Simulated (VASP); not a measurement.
# Si in VASP: a series of runs

Aim: see how the results for Si move with the level of theory and the settings. Levels: BLYP, PW91, optB88-vdW. Tasks: relaxation of the atoms.

Program: VASP 6.6.1. These are calculated values, not measurements. Logs are shortened: lines on timing, memory, paths and dates and some standing lists are left out, and cuts for length are marked.

## (1) The sheet as given

The cell holds a sheet with vacuum, 1 atom: a = 2.399 Å, b = 2.418 Å, c = 23.800 Å, α = 90.00°, β = 90.00°, γ = 90.00°.

The cell was built by a generator and needn't be a form met in nature.

## (2) Relaxation of the atoms, BLYP

Contents of INCAR:

```
  PREC = Accurate
  ENCUT = 520
  EDIFF = 1E-6
  ISMEAR = -1
  SIGMA = 0.05
  LREAL = F
  LASPH = T
  NELM = 80
  ALGO = Fast
  ISIF = 2
  LWAVE = F
  LCHARG = F
  LDIPOL = T
  IDIPOL = 3
  DIPOL = 0.5 0.5 0.294
  GGA = B5
  ALDAX = 1.0
  AGGAX = 1.0
  AGGAC = 1.0
  ALDAC = 0.0
  IBRION = 2
  NSW = 60
  EDIFFG = -0.02
```

Contents of KPOINTS:

```
regular mesh
0
Gamma
  11 11 1
```

Contents of POSCAR:

```
Si
1.0
    2.3993200000      0.0000000000      0.0000000000
    0.0000000000      2.4179400000      0.0000000000
    0.0000000000      0.0000000000     23.8000000000
Si
1
Selective dynamics
Direct
    0.5000000000      0.5000000000      0.2941200000  F F F
```

Potentials or basis: VASP PAW PBE potentials, release 64 (Si).

On the command line:

```
$ cat potpaw_PBE.64/Si/POTCAR > POTCAR
$ mpirun -np 1 vasp_std > vasp.out
```

OUTCAR:

```text
PREC = Accurate
   ENCUT = 520
   EDIFF = 1E-6
   ISMEAR = -1
   LREAL = F
   LASPH = T
   NELM = 80
   ISIF = 2
   GGA = B5
   IBRION = 2
   NSW = 60
   EDIFFG = -0.02

 ion  position               nearest neighbor table
   1  0.500  0.500  0.294-

  LATTYP: Found a simple orthorhombic cell.
 ALAT       =     2.3993200000
 B/A-ratio  =     1.0077605322
 C/A-ratio  =     9.9194771852

  Lattice vectors:

 A1 = (   2.3993200000,   0.0000000000,   0.0000000000)
 A2 = (   0.0000000000,   2.4179400000,   0.0000000000)
 A3 = (   0.0000000000,   0.0000000000,  23.8000000000)

Analysis of symmetry for initial positions (statically):
=====================================================================
 Subroutine PRICEL returns:
 Original cell was already a primitive cell.

 Routine SETGRP: Setting up the symmetry group for a
 simple orthorhombic supercell.

 Subroutine GETGRP returns: Found  8 space group operations
 (whereof  4 operations were pure point group operations)
 out of a pool of  8 trial point group operations.

The static configuration has the point symmetry C_2v.
 The point group associated with its full space group is D_2h.

Analysis of symmetry for dynamics (positions and initial velocities):
=====================================================================
 Subroutine PRICEL returns:
 Original cell was already a primitive cell.

 Routine SETGRP: Setting up the symmetry group for a
 simple orthorhombic supercell.

 Subroutine GETGRP returns: Found  8 space group operations
 (whereof  4 operations were pure point group operations)
 out of a pool of  8 trial point group operations.

The dynamic configuration has the point symmetry C_2v.
 The point group associated with its full space group is D_2h.

Analysis of constrained symmetry for selective dynamics:
=====================================================================
 Subroutine PRICEL returns:
 Original cell was already a primitive cell.

 Routine SETGRP: Setting up the symmetry group for a
 simple orthorhombic supercell.

 Subroutine GETGRP returns: Found  8 space group operations
 (whereof  4 operations were pure point group operations)
 out of a pool of  8 trial point group operations.

The constrained configuration has the point symmetry C_2v.
 The point group associated with its full space group is D_2h.

 Subroutine INISYM returns: Found  8 space group operations
 (whereof  4 operations are pure point group operations),
 and found     1 'primitive' translations

----------------------------------------------------------------------------------------

                                     Primitive cell
[... 103 lines left out ...]
   EFERMI =   0.00;   METHOD = LEGACY
   ISMEAR =    -1;   SIGMA  =   0.05  broadening in eV -4-tet -1-fermi 0-gaus
   EFERMI_NEDOS =   21; number of points for ismear=-14 and -15
   IALGO  =     68    algorithm
   IMIX   =      4    mixing-type and parameters
     AMIX     =   0.40;   BMIX     =  1.00
     AMIX_MAG =   1.60;   BMIX_MAG =  1.00
  volume/ion in A,a.u.               =     138.07       931.77
  Fermi-wavevector in a.u.,A,eV,Ry     =   0.502795  0.950145  3.439596  0.252803
  Thomas-Fermi vector in A             =   1.511992
   LORBIT       =      0    0 simple, 1 ext, 2 COOP (PROOUT), +10 PAW based schemes
   GGA     = B5    functional components
   LHFCALC =     F    Hartree Fock is set to
   AEXX    =    0.0000 exact exchange contribution
   IVDW    =     0    specifies the selected vdW correction
   LEPSILON=     F    determine dielectric tensor
   LRPA    =     F    only Hartree local field effects (RPA)
 conjugate gradient relaxation of ions
 non-spin polarized calculation
 RMM-DIIS sequential band-by-band and
  energy-cutoff  :      520.00
  volume of cell :      138.07
 maximum number of plane-waves:      3772
 NGX is ok and might be reduce to    18
   NGX =  9   NGY =  9   NGZ = 89

 dipolmoment           0.000000      0.000000      0.000000 electrons x Angstroem

 number of electron       4.0000001 magnetization

 dipolmoment           0.000000      0.000000     -0.000000 electrons x Angstroem

 Free energy of the ion-electron system (eV)
  ---------------------------------------------------
  ext. energy  EPLUGINS =         0.00000000
  ---------------------------------------------------
  free energy    TOTEN  =        -3.87462456 eV

  energy without entropy =       -3.86975427  energy(sigma->0) =       -3.87218941

 E-fermi :  -2.7410     XC(G=0):  -1.7399

 val. band max:       -2.8002161207   @ k =   0.3636   0.0000   0.0000
 cond. band min:      -2.6671913766   @ k =   0.0909   0.3636   0.0000
 fundamental gap:      0.1330247441
 Fermi energy:        -2.7409585227

 k-point     1 :       0.0000    0.0000    0.0000
  band No.  band energies     occupation
      1     -14.2055      2.00000
      2      -5.8615      2.00000
      3       0.1652      0.00000
      4       1.4598      0.00000
      5       1.6049      0.00000
      6       2.3687      0.00000
[... 199 lines left out ...]
 k-point    24 :       0.4545    0.2727    0.0000
  band No.  band energies     occupation
      1      -7.4875      2.00000
      2      -5.3246      2.00000
      3       0.2635      0.00000
      4       3.0732      0.00000
      5       4.0262      0.00000
      6       5.8809      0.00000

 [... further k-points ...]

------------------------ aborting loop because EDIFF is reached ----------------------------------------

 vacuum level on the upper side and lower side of the slab       (xc-potential included)        -0.002        -0.001

  FORCE on cell =-STRESS in cart. coord.  units (eV):
  Direction    XX          YY          ZZ          XY          YZ          ZX
  --------------------------------------------------------------------------------------
  -------------------------------------------------------------------------------------
  Total        0.8283975      0.4776343      0.0009069      0.0000000      0.0000000      0.0000000
  in kB        9.6125523      5.5423685      0.0105239      0.0000000      0.0000000      0.0000000
  external PRESSURE =       5.0551482 kB  Pullay stress =       0.0000000 kB

 VOLUME and BASIS-vectors are now :
 -----------------------------------------------------------------------------
  energy-cutoff  :      520.00
  volume of cell :      138.07
      direct lattice vectors                 reciprocal lattice vectors
     2.399320000  0.000000000  0.000000000     0.416784756  0.000000000  0.000000000
     0.000000000  2.417940000  0.000000000     0.000000000  0.413575192  0.000000000
     0.000000000  0.000000000 23.800000000     0.000000000  0.000000000  0.042016807

 POSITION                                       TOTAL-FORCE (eV/Angst)
 -----------------------------------------------------------------------------------
      1.19966      1.20897      7.00006         0.000000      0.000000      0.000000
 -----------------------------------------------------------------------------------
    total drift:                               -0.000000     -0.000000     -0.000029

  FREE ENERGIE OF THE ION-ELECTRON SYSTEM (eV)
  ---------------------------------------------------
  free  energy   TOTEN  =        -3.8746245589 eV

  energy  without entropy=       -3.8697542693  energy(sigma->0) =       -3.87218941

 reached required accuracy - stopping structural energy minimisation

 vacuum level on the upper side and lower side of the slab         1.522         1.523
```

OSZICAR:

```text
N       E                     dE             d eps       ncg     rms          rms(c)
DAV:   1     0.182639094360E+02    0.18264E+02   -0.14162E+03   432   0.438E+02
DAV:   2    -0.327712191931E+01   -0.21541E+02   -0.14635E+02   594   0.546E+01
DAV:   3    -0.402944711943E+01   -0.75233E+00   -0.74246E+00   642   0.162E+01
[... 19 lines left out ...]
RMM:  23    -0.387462995730E+01    0.40929E-04   -0.65105E-04   452   0.161E-01    0.336E-04
RMM:  24    -0.387462545048E+01    0.45068E-05   -0.33890E-06   383   0.208E-02    0.222E-04
RMM:  25    -0.387461507199E+01    0.10378E-04   -0.94813E-05   446   0.655E-02    0.479E-04
RMM:  26    -0.387462384419E+01   -0.87722E-05   -0.82707E-05   448   0.619E-02    0.107E-04
RMM:  27    -0.387462455892E+01   -0.71472E-06   -0.72891E-07   356   0.124E-02
   1 F= -.38746246E+01 E0= -.38721894E+01  d E =-.387462E+01
```

It took 54 s on 1 thread of Intel Xeon Platinum 8488C (Sapphire Rapids), shared host; peak memory 0.23 GiB.

What came out:

```
Free energy            : -3.8746 eV
Band gap on the k mesh : none (metal or under the smearing width)
```

Final structure:
```yaml
crystal:
  lattice:
    - [2.39932, 0.00000, 0.00000]
    - [0.00000, 2.41794, 0.00000]
    - [0.00000, 0.00000, 23.80000]
  atoms:
    - { symbol: Si, position: [0.50000, 0.50000, 0.29412] }
```

Levels at points of the mesh, in eV from the Fermi level:
```csv
k point,band 1,band 2,band 3,band 4,band 5,band 6
"(0.00, 0.00, 0.00)",-11.46,-3.12,2.91,4.20,4.35,5.11
```

Caveat: the relaxation stopped at its first step, so nothing moved; the PAW data sets were made with another functional, which shifts forces and pressure a little.

## (3) Relaxation of the atoms, PW91

INCAR, as its differences from that of step 2:

```diff
@@ -15,7 +15,3 @@
   DIPOL = 0.5 0.5 0.294
-  GGA = B5
-  ALDAX = 1.0
-  AGGAX = 1.0
-  AGGAC = 1.0
-  ALDAC = 0.0
+  GGA = 91
   IBRION = 2
```

KPOINTS is that of step 2.

POSCAR is that of step 2.

Potentials or basis: VASP PAW PBE potentials, release 64 (Si).

On the command line:

```
$ cat potpaw_PBE.64/Si/POTCAR > POTCAR
$ mpirun -np 1 vasp_std > vasp.out
```

OUTCAR:

```text
PREC = Accurate
   ENCUT = 520
   EDIFF = 1E-6
   ISMEAR = -1
   LREAL = F
   LASPH = T
   NELM = 80
   ISIF = 2
   GGA = 91
   IBRION = 2
   NSW = 60
   EDIFFG = -0.02

 ion  position               nearest neighbor table
   1  0.500  0.500  0.294-

  LATTYP: Found a simple orthorhombic cell.
 ALAT       =     2.3993200000
 B/A-ratio  =     1.0077605322
 C/A-ratio  =     9.9194771852

  Lattice vectors:

 A1 = (   2.3993200000,   0.0000000000,   0.0000000000)
 A2 = (   0.0000000000,   2.4179400000,   0.0000000000)
 A3 = (   0.0000000000,   0.0000000000,  23.8000000000)

Analysis of symmetry for initial positions (statically):
=====================================================================
 Subroutine PRICEL returns:
 Original cell was already a primitive cell.

 Routine SETGRP: Setting up the symmetry group for a
 simple orthorhombic supercell.

 Subroutine GETGRP returns: Found  8 space group operations
 (whereof  4 operations were pure point group operations)
 out of a pool of  8 trial point group operations.

The static configuration has the point symmetry C_2v.
 The point group associated with its full space group is D_2h.

Analysis of symmetry for dynamics (positions and initial velocities):
=====================================================================
 Subroutine PRICEL returns:
 Original cell was already a primitive cell.

 Routine SETGRP: Setting up the symmetry group for a
 simple orthorhombic supercell.

 Subroutine GETGRP returns: Found  8 space group operations
 (whereof  4 operations were pure point group operations)
 out of a pool of  8 trial point group operations.

The dynamic configuration has the point symmetry C_2v.
 The point group associated with its full space group is D_2h.

Analysis of constrained symmetry for selective dynamics:
=====================================================================
 Subroutine PRICEL returns:
 Original cell was already a primitive cell.

 Routine SETGRP: Setting up the symmetry group for a
 simple orthorhombic supercell.
[... 134 lines left out ...]
   LRPA    =     F    only Hartree local field effects (RPA)
 conjugate gradient relaxation of ions
 non-spin polarized calculation
 RMM-DIIS sequential band-by-band and
  energy-cutoff  :      520.00
  volume of cell :      138.07
 maximum number of plane-waves:      3772
 NGX is ok and might be reduce to    18
   NGX =  9   NGY =  9   NGZ = 89

 dipolmoment           0.000000      0.000000     -0.000001 electrons x Angstroem

 number of electron       4.0000001 magnetization

 dipolmoment           0.000000      0.000000      0.000003 electrons x Angstroem

 Free energy of the ion-electron system (eV)
  ---------------------------------------------------
  ext. energy  EPLUGINS =         0.00000000
  ---------------------------------------------------
  free energy    TOTEN  =        -4.51624974 eV

  energy without entropy =       -4.51052891  energy(sigma->0) =       -4.51338932

 E-fermi :  -3.1856     XC(G=0):  -1.8974

 val. band max:       -3.2536595497   @ k =   0.3636   0.3636   0.0000
 cond. band min:      -3.1267335060   @ k =   0.0909   0.3636   0.0000
 fundamental gap:      0.1269260438
 Fermi energy:        -3.1855637612

 k-point     1 :       0.0000    0.0000    0.0000
  band No.  band energies     occupation
      1     -14.6553      2.00000
      2      -6.3378      2.00000
      3      -0.1691      0.00000
      4       1.1680      0.00000
      5       1.6269      0.00000
      6       2.4007      0.00000
[... 199 lines left out ...]
 k-point    24 :       0.4545    0.2727    0.0000
  band No.  band energies     occupation
      1      -7.9050      2.00000
      2      -5.7685      2.00000
      3      -0.1627      0.00000
      4       2.6949      0.00000
      5       3.4900      0.00000
      6       5.3146      0.00000

 [... further k-points ...]

------------------------ aborting loop because EDIFF is reached ----------------------------------------

 vacuum level on the upper side and lower side of the slab       (xc-potential included)        -0.008        -0.008

  FORCE on cell =-STRESS in cart. coord.  units (eV):
  Direction    XX          YY          ZZ          XY          YZ          ZX
  --------------------------------------------------------------------------------------
  -------------------------------------------------------------------------------------
  Total        0.2751046     -0.0836469     -0.0018819      0.0000000      0.0000000      0.0000000
  in kB        3.1922561     -0.9706215     -0.0218376      0.0000000      0.0000000      0.0000000
  external PRESSURE =       0.7332657 kB  Pullay stress =       0.0000000 kB

 VOLUME and BASIS-vectors are now :
 -----------------------------------------------------------------------------
  energy-cutoff  :      520.00
  volume of cell :      138.07
      direct lattice vectors                 reciprocal lattice vectors
     2.399320000  0.000000000  0.000000000     0.416784756  0.000000000  0.000000000
     0.000000000  2.417940000  0.000000000     0.000000000  0.413575192  0.000000000
     0.000000000  0.000000000 23.800000000     0.000000000  0.000000000  0.042016807

 POSITION                                       TOTAL-FORCE (eV/Angst)
 -----------------------------------------------------------------------------------
      1.19966      1.20897      7.00006         0.000000      0.000000      0.000000
 -----------------------------------------------------------------------------------
    total drift:                               -0.000000     -0.000000      0.000028

  FREE ENERGIE OF THE ION-ELECTRON SYSTEM (eV)
  ---------------------------------------------------
  free  energy   TOTEN  =        -4.5162497390 eV

  energy  without entropy=       -4.5105289054  energy(sigma->0) =       -4.51338932

 reached required accuracy - stopping structural energy minimisation

 vacuum level on the upper side and lower side of the slab         1.515         1.514
```

OSZICAR:

```text
N       E                     dE             d eps       ncg     rms          rms(c)
DAV:   1     0.176375622923E+02    0.17638E+02   -0.14322E+03   432   0.438E+02
DAV:   2    -0.398499878692E+01   -0.21623E+02   -0.15704E+02   600   0.576E+01
DAV:   3    -0.468418499663E+01   -0.69919E+00   -0.69084E+00   684   0.157E+01
[... 12 lines left out ...]
RMM:  16    -0.451619354641E+01   -0.66414E-04   -0.18075E-05   396   0.241E-02    0.566E-03
RMM:  17    -0.451624190080E+01   -0.48354E-04   -0.24647E-05   403   0.221E-02    0.383E-03
RMM:  18    -0.451624722954E+01   -0.53287E-05   -0.14562E-06   367   0.736E-03    0.203E-03
RMM:  19    -0.451624939512E+01   -0.21656E-05   -0.30541E-07   332   0.354E-03    0.448E-04
RMM:  20    -0.451624973905E+01   -0.34393E-06   -0.46204E-08   275   0.190E-03
   1 F= -.45162497E+01 E0= -.45133893E+01  d E =-.451625E+01
```

CONTCAR:

```text
Si
   1.00000000000000
     2.3993199999999999    0.0000000000000000    0.0000000000000000
     0.0000000000000000    2.4179400000000002    0.0000000000000000
     0.0000000000000000    0.0000000000000000   23.8000000000000007
  Si
     1
Selective dynamics
Direct
     0.5000000000000000    0.5000000000000000    0.2941199999999995   F   F   F

  0.00000000E+00  0.00000000E+00  0.00000000E+00
```

It took 32 s on 1 thread of Intel Xeon Platinum 8488C (Sapphire Rapids), shared host; peak memory 0.22 GiB.

Results:

* Free energy: -4.5162 eV
* Band gap on the k mesh: none (metal or under the smearing width)

Final structure:
```xyz
1
Lattice="2.3993 0.0000 0.0000 0.0000 2.4179 0.0000 0.0000 0.0000 23.8000" Properties=species:S:1:pos:R:3 pbc="T T T"
Si    1.1997    1.2090    7.0001
```

Caveat: the relaxation stopped at its first step, so nothing moved; the PAW data sets were made with another functional, which shifts forces and pressure a little.

## (4) Relaxation of the atoms, optB88-vdW

INCAR, as its differences from that of step 3:

```diff
@@ -15,3 +15,7 @@
   DIPOL = 0.5 0.5 0.294
-  GGA = 91
+  GGA = BO
+  LUSE_VDW = T
+  AGGAC = 0.0
+  PARAM1 = 0.1833333333
+  PARAM2 = 0.22
   IBRION = 2
```

KPOINTS is that of step 3.

POSCAR is that of step 3.

On the command line:

```
$ cat potpaw_PBE.64/Si/POTCAR > POTCAR
$ mpirun -np 1 vasp_std > vasp.out
```

Wall time 93 s (1 thread of Intel Xeon Platinum 8488C (Sapphire Rapids), shared host); peak memory 0.54 GiB.

The run converged. Its results:

| Quantity | Value |
| --- | --- |
| Free energy | -3.1051 eV |
| Band gap on the k mesh | none (metal or under the smearing width) |

Final structure:
```
Si
1.0
     2.39932    0.00000    0.00000
     0.00000    2.41794    0.00000
     0.00000    0.00000   23.80000
Si
1
Direct
  0.50000 0.50000 0.29412
```

Levels at points of the mesh, in eV from the Fermi level:
```csv
k point,band 1,band 2,band 3,band 4,band 5,band 6
"(0.00, 0.00, 0.00)",-11.45,-3.13,2.79,4.05,4.41,5.31
```

Caveat: the relaxation stopped at its first step, so nothing moved; the PAW data sets were made with another functional, which shifts forces and pressure a little.

## (5) The runs side by side

```tsv
level	gap on the mesh (eV)
BLYP	none
PW91	none
optB88-vdW	none
```

Alike in all rows: task relaxation of the atoms; potentials or basis VASP PAW PBE potentials, release 64 (Si); no spin polarisation; cell atoms relaxed; k mesh 11 × 11 × 1; cutoff (eV) 520; smearing fermi-dirac 0.05 eV.

Caveats: the relaxation stopped at its first step, so nothing moved; the PAW data sets were made with another functional, which shifts forces and pressure a little.

Absolute energies hang on the potentials; compare differences alone.
